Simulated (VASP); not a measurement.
# GaP in VASP: work function with PBEsol

Aim: the work function of GaP with PBEsol.

All numbers are computed with VASP 6.6.1; they aren't measurements. Logs are shortened: lines on timing, memory, paths and dates and some standing lists are left out, and cuts for length are marked.

### Step 1. Starting point

The cell holds a slab with vacuum, 10 atoms: a = 5.450 Å, b = 3.854 Å, c = 23.708 Å, α = 90.00°, β = 90.00°, γ = 90.00°.

### Step 2. Work function, PBEsol

Contents of INCAR:

```
PREC     = Accurate       # precision mode
ENCUT    = 520            # plane-wave cutoff, eV
EDIFF    = 1E-6           # SCF threshold, eV
ISMEAR   = 0              # smearing method
SIGMA    = 0.05           # smearing width, eV
LREAL    = F              # projectors in reciprocal space
LASPH    = T              # aspherical terms in the spheres
NELM     = 100            # most SCF steps
ALGO     = Normal         # electronic algorithm
ISIF     = 2              # what is computed and relaxed
LWAVE    = F              # write WAVECAR
LCHARG   = T              # write CHGCAR
LDIPOL   = T            
IDIPOL   = 3            
DIPOL    = 0.5 0.5 0.500
GGA      = PS             # functional
LVHAR    = T            
LVACPOTAV= T            
KPAR     = 8
```

Contents of KPOINTS:

```
regular mesh
0
Gamma
  4 6 1
```

Contents of POSCAR:

```
GaP                                     
1.0
    5.4505000000      0.0000000000      0.0000000000
    0.0000000000      3.8540855110      0.0000000000
    0.0000000000      0.0000000000     23.7081710220
  Ga              P             
     5     5
Direct
     0.5526357521781902    0.5000000000000000    0.3560171158499711
     0.9770167015573421    0.0000000000000000    0.4163700304259794
     0.4821904678080212    0.5000000000000000    0.5000000000000000
     0.9770167015573421    0.0000000000000000    0.5836299695740206
     0.5526357521781902    0.5000000000000000    0.6439828841500291
     0.7595307395668508    0.0000000000000000    0.3296868858356862
     0.2271454846627746    0.5000000000000000    0.4191412679652466
     0.7351521762616633    0.0000000000000000    0.5000000000000000
     0.2271454846627746    0.5000000000000000    0.5808587320347535
     0.7595307395668508    0.0000000000000000    0.6703131141643139
```

Potentials or basis: VASP PAW PBE potentials, release 64 (Ga_d, P).

Started as:

```console
$ cat potpaw_PBE.64/Ga_d/POTCAR potpaw_PBE.64/P/POTCAR > POTCAR
$ mpirun -np 8 vasp_std > vasp.out
```

OUTCAR:

```text
PREC = Accurate
   ENCUT = 520
   EDIFF = 1E-6
   ISMEAR = 0
   LREAL = F
   LASPH = T
   NELM = 100
   ISIF = 2
   GGA = PS

 ion  position               nearest neighbor table
   1  0.553  0.500  0.356-   6 2.32   6 2.32   7 2.32
   2  0.977  0.000  0.416-   7 2.36   7 2.36   6 2.37   8 2.38
   3  0.482  0.500  0.500-   7 2.37   9 2.37   8 2.37   8 2.37
   4  0.977  0.000  0.584-   9 2.36   9 2.36  10 2.37   8 2.38
   5  0.553  0.500  0.644-  10 2.32  10 2.32   9 2.32
   6  0.760  0.000  0.330-   1 2.32   1 2.32   2 2.37
   7  0.227  0.500  0.419-   1 2.32   2 2.36   2 2.36   3 2.37
   8  0.735  0.000  0.500-   3 2.37   3 2.37   4 2.38   2 2.38
   9  0.227  0.500  0.581-   5 2.32   4 2.36   4 2.36   3 2.37
  10  0.760  0.000  0.670-   5 2.32   5 2.32   4 2.37

  LATTYP: Found a simple orthorhombic cell.
 ALAT       =     3.8540855110
 B/A-ratio  =     1.4142135623
 C/A-ratio  =     6.1514387666

  Lattice vectors:

 A1 = (   0.0000000000,  -3.8540855110,   0.0000000000)
 A2 = (   5.4505000000,   0.0000000000,   0.0000000000)
 A3 = (   0.0000000000,   0.0000000000,  23.7081710220)

Analysis of symmetry for initial positions (statically):
=====================================================================
 Subroutine PRICEL returns:
 Original cell was already a primitive cell.

 Routine SETGRP: Setting up the symmetry group for a
 simple orthorhombic supercell.

 Subroutine GETGRP returns: Found  4 space group operations
 (whereof  4 operations were pure point group operations)
 out of a pool of  8 trial point group operations.

The static configuration has the point symmetry C_2v.

Analysis of symmetry for dynamics (positions and initial velocities):
=====================================================================
 Subroutine PRICEL returns:
 Original cell was already a primitive cell.

 Routine SETGRP: Setting up the symmetry group for a
 simple orthorhombic supercell.

 Subroutine GETGRP returns: Found  4 space group operations
 (whereof  4 operations were pure point group operations)
 out of a pool of  8 trial point group operations.

The dynamic configuration has the point symmetry C_2v.

 Subroutine INISYM returns: Found  4 space group operations
 (whereof  4 operations are pure point group operations),
[... 108 lines left out ...]
   TEBEG  =    0.0;   TEEND  =   0.0 temperature during run
   PSTRESS=    0.0 pullay stress
   NELECT =      90.0000    total number of electrons
   NUPDOWN=      -1.0000    fix difference up-down
   EMIN   =  10.00;   EMAX   =-10.00  energy-range for DOS
   EFERMI =   0.00;   METHOD = LEGACY
   ISMEAR =     0;   SIGMA  =   0.05  broadening in eV -4-tet -1-fermi 0-gaus
   EFERMI_NEDOS =   21; number of points for ismear=-14 and -15
   IALGO  =     38    algorithm
   IMIX   =      4    mixing-type and parameters
     AMIX     =   0.40;   BMIX     =  1.00
     AMIX_MAG =   1.60;   BMIX_MAG =  1.00
  volume/ion in A,a.u.               =      49.80       336.09
  Fermi-wavevector in a.u.,A,eV,Ry     =   0.925558  1.749051 11.655541  0.856658
  Thomas-Fermi vector in A             =   2.051426
   LORBIT       =      0    0 simple, 1 ext, 2 COOP (PROOUT), +10 PAW based schemes
   GGA     = PS    functional components
   LHFCALC =     F    Hartree Fock is set to
   AEXX    =    0.0000 exact exchange contribution
   IVDW    =     0    specifies the selected vdW correction
   LEPSILON=     F    determine dielectric tensor
   LRPA    =     F    only Hartree local field effects (RPA)
 non-spin polarized calculation
 Gauss-broadening in eV      SIGMA  =   0.05
  energy-cutoff  :      520.00
  volume of cell :      498.03
 maximum number of plane-waves:     13463
 NGX is ok and might be reduce to    42
   NGX = 21   NGY = 15   NGZ = 89

 dipolmoment           0.000000      0.000000      0.000000 electrons x Angstroem

 number of electron      90.0000001 magnetization

 dipolmoment           0.000000      0.000000     -0.000000 electrons x Angstroem

 Free energy of the ion-electron system (eV)
  ---------------------------------------------------
  ext. energy  EPLUGINS =         0.00000000
  ---------------------------------------------------
  free energy    TOTEN  =       -47.28148684 eV

  energy without entropy =      -47.28148684  energy(sigma->0) =      -47.28148684

 E-fermi :  -1.0935     XC(G=0):  -4.6458

 val. band max:       -1.3377507112   @ k =   0.0000   0.0000   0.0000
 cond. band min:      -0.4625094009   @ k =   0.0000   0.5000   0.0000
 fundamental gap:      0.8752413102
 Fermi energy:        -1.0935145844

 k-point     1 :       0.0000    0.0000    0.0000
  band No.  band energies     occupation
      1     -16.0464      2.00000
      2     -16.0436      2.00000
      3     -15.9699      2.00000
      4     -15.9500      2.00000
      5     -15.9078      2.00000
      6     -15.9068      2.00000
[... 673 lines left out ...]
     53       2.9876      0.00000
     54       3.4544      0.00000

------------------------ aborting loop because EDIFF is reached ----------------------------------------

  FORCE on cell =-STRESS in cart. coord.  units (eV):
  Direction    XX          YY          ZZ          XY          YZ          ZX
  --------------------------------------------------------------------------------------
  -------------------------------------------------------------------------------------
  Total       -1.0323375     -2.6833479     -0.0040162      0.0000000      0.0000000      0.0000000
  in kB       -3.3210585     -8.6324054     -0.0129202      0.0000000      0.0000000      0.0000000
  external PRESSURE =      -3.9887947 kB  Pullay stress =       0.0000000 kB

 VOLUME and BASIS-vectors are now :
 -----------------------------------------------------------------------------
  energy-cutoff  :      520.00
  volume of cell :      498.03
      direct lattice vectors                 reciprocal lattice vectors
     5.450500000  0.000000000  0.000000000     0.183469406  0.000000000  0.000000000
     0.000000000  3.854085511  0.000000000     0.000000000  0.259464923  0.000000000
     0.000000000  0.000000000 23.708171022     0.000000000  0.000000000  0.042179551

 POSITION                                       TOTAL-FORCE (eV/Angst)
 -----------------------------------------------------------------------------------
      3.01214      1.92704      8.44051        -0.006781      0.000000      0.007261
      5.32523      0.00000      9.87137         0.000476     -0.000000     -0.008992
      2.62818      1.92704     11.85409        -0.000513      0.000000      0.000000
      5.32523      0.00000     13.83680         0.000476     -0.000000      0.008992
      3.01214      1.92704     15.26766        -0.006781      0.000000     -0.007261
      4.13982      0.00000      7.81627         0.002146      0.000000     -0.000110
      1.23806      1.92704      9.93707         0.002907      0.000000     -0.006215
      4.00695      0.00000     11.85409         0.003018      0.000000      0.000000
      1.23806      1.92704     13.77110         0.002907      0.000000      0.006215
      4.13982      0.00000     15.89190         0.002146      0.000000      0.000110
 -----------------------------------------------------------------------------------
    total drift:                                0.001107     -0.000000      0.000019

  FREE ENERGIE OF THE ION-ELECTRON SYSTEM (eV)
  ---------------------------------------------------
  free  energy   TOTEN  =       -47.2814868443 eV

  energy  without entropy=      -47.2814868443  energy(sigma->0) =      -47.28148684

 vacuum level on the upper side and lower side of the slab         3.996         3.996
```

OSZICAR:

```text
N       E                     dE             d eps       ncg     rms          rms(c)
DAV:   1     0.751744633260E+03    0.75174E+03   -0.40079E+04  1360   0.176E+03
DAV:   2     0.602415006928E+02   -0.69150E+03   -0.67518E+03  1538   0.432E+02
DAV:   3    -0.412230238622E+02   -0.10146E+03   -0.98371E+02  1516   0.157E+02
DAV:   4    -0.489313890109E+02   -0.77084E+01   -0.76490E+01  1678   0.418E+01
[... 16 lines left out ...]
DAV:  21    -0.472814653275E+02   -0.14035E-04   -0.32959E-07   994   0.467E-03    0.400E-04
DAV:  22    -0.472814820097E+02   -0.16682E-04   -0.84094E-07   998   0.214E-03    0.261E-04
DAV:  23    -0.472814853535E+02   -0.33438E-05   -0.14499E-07   992   0.282E-03    0.980E-05
DAV:  24    -0.472814865704E+02   -0.12169E-05   -0.54846E-08   904   0.106E-03    0.635E-05
DAV:  25    -0.472814868443E+02   -0.27398E-06   -0.17938E-08   904   0.907E-04
   1 F= -.47281487E+02 E0= -.47281487E+02  d E =-.510146E-13
```

It took 2.6 min on 8 MPI ranks of Intel Xeon Platinum 8488C (Sapphire Rapids), shared host; peak memory 0.66 GiB.

Results:

```
Free energy                            : -47.2815 eV
Largest force                          : 0.010 eV/Å
Band gap on the k mesh                 : 0.88 eV, indirect (least direct gap 1.60 eV)
Ionisation potential of the upper face : 5.33 eV
```

Forces in eV/Å, atoms in the order of the input:
```
Ga  -0.007  0.000  0.007
Ga   0.000  0.000 -0.009
Ga  -0.001  0.000  0.000
Ga   0.000  0.000  0.009
Ga  -0.007  0.000 -0.007
P    0.002  0.000  0.000
P    0.003  0.000 -0.006
P    0.003  0.000  0.000
P    0.003  0.000  0.006
P    0.002  0.000  0.000
```

Caveat: the PAW data sets were made with another functional, which shifts forces and pressure a little.
